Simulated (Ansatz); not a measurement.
## Pt (P63/mmc): energy against the cell's spin moment

The geometry is a structure from the Materials Project, held fixed and not relaxed.

Functional, mesh and filling: PBE, 12×12×6 k mesh, Fermi–Dirac smearing of 0.03 eV. PAW means Ansatz 0.2.0 on its default frozen-core files; LAPW is all-electron LAPW in Ansatz 0.2.0. Site moments are integrated in spheres about the atoms, whose radii differ between the methods.

The first input and its command:

```yaml
crystal:
  lattice:
    - [2.7606656158, 0.0, 0.0]
    - [-1.3803328079, 2.3908065546, 0.0]
    - [0.0, 0.0, 4.792134]
  atoms:
    - { symbol: Pt, position: [0.6666666667, 0.3333333333, 0.75], spin: 0.6 }
    - { symbol: Pt, position: [0.3333333333, 0.6666666667, 0.25], spin: 0.6 }
magnetization:
  spin_polarized: true
kpoints:
  mp_grid: { grid: [12, 12, 6] }
scf:
  occupations: { method: fermi_dirac, width: 0.03 }
  lower_state_search: "off"
hamiltonian:
  xc: pbe
  pseudopotentials: { kind: paw }
output:
  forces: true
  stress: true
  eigenvalues: true
  populations: true
  dos: { projected: true, de: 0.1, e_range: [-8, 5] }
  write_density: true
  write_potential: true
  elf: true
  volumetric_format: npy
```

Command: `ansatz run input.yaml --threads 1 --pin off --max-ram 3072MiB --backend cpu --events-out ev --progress --plain --runs-dir out`

The input for «total moment held at 0.3 μB» by PAW differs from it in these lines, output keys apart:

```diff
-    - { symbol: Pt, position: [0.6666666667, 0.3333333333, 0.75], spin: 0.6 }
-    - { symbol: Pt, position: [0.3333333333, 0.6666666667, 0.25], spin: 0.6 }
+    - { symbol: Pt, position: [0.6666666667, 0.3333333333, 0.75], spin: 0.15 }
+    - { symbol: Pt, position: [0.3333333333, 0.6666666667, 0.25], spin: 0.15 }
+  initial_magnetization: 0.3
+  spin_locking: { lock_magnetization: hard }
```

The input for «total moment held at 2.4 μB» by LAPW differs from it in these lines, output keys apart:

```diff
-    - { symbol: Pt, position: [0.6666666667, 0.3333333333, 0.75], spin: 0.6 }
-    - { symbol: Pt, position: [0.3333333333, 0.6666666667, 0.25], spin: 0.6 }
+    - { symbol: Pt, position: [0.6666666667, 0.3333333333, 0.75], spin: 1.2 }
+    - { symbol: Pt, position: [0.3333333333, 0.6666666667, 0.25], spin: 1.2 }
+  initial_magnetization: 2.4
+  spin_locking: { lock_magnetization: hard }
-  pseudopotentials: { kind: paw }
+  pseudopotentials: { kind: all_electron, lapw: { basis_error: 0.001 } }
```

Each run fixes M = N↑ − N↓ with two Fermi levels; the holding field B = (E_F↑ − E_F↓)/2μB is the slope of the free energy against M over μB. Energies count from each method's free run. The held moment starts spread evenly over Pt1, Pt2.

Question: Does the cell keep a net moment when the moments are free, and how does its energy change with a held moment?

Answer: The free run has no net moment (M = 0.00 μB). 
| M (μB/cell) | ΔF PAW (meV/cell) | ΔF LAPW (meV/cell) | B, PAW (T) | largest site moment, PAW (μB) | pressure, PAW (GPa) |
| --- | --- | --- | --- | --- | --- |
| 0.00 | 0.0 | 0.0 | – | 0.00 | -0.8 |
| 0.10 | +0.1 | – | +43 | 0.05 | -0.8 |
| 0.30 | +1.2 | +1.1 | +144 | 0.15 | -0.8 |
| 0.60 | +6.4 | +6.1 | +509 | 0.30 | -0.5 |
| 1.00 | +30.6 | – | +1844 | 0.50 | 0.2 |
| 1.60 | +190.8 | +189.0 | +7656 | 0.78 | 1.9 |
| 2.40 | +914.9 | +910.6 | +20842 | 1.12 | 6.7 |

Separate runs put a uniform field on the spins (g = 2):

```json
{"field (T)": "200", "M PAW (μB/cell)": "0.371", "M LAPW (μB/cell)": "0.382"}
{"field (T)": "1000", "M PAW (μB/cell)": "0.803", "M LAPW (μB/cell)": "0.807"}
{"field (T)": "3000", "M PAW (μB/cell)": "1.127", "M LAPW (μB/cell)": "1.130"}
```

The Ansatz runs typed with the search for lower states off end where their start leads. Spin–orbit coupling is left out although heavy atoms are present. These are results for the start and cell typed. The real compound can order otherwise, in a larger cell, or not at all, since semilocal functionals at zero temperature often overstate magnetism.
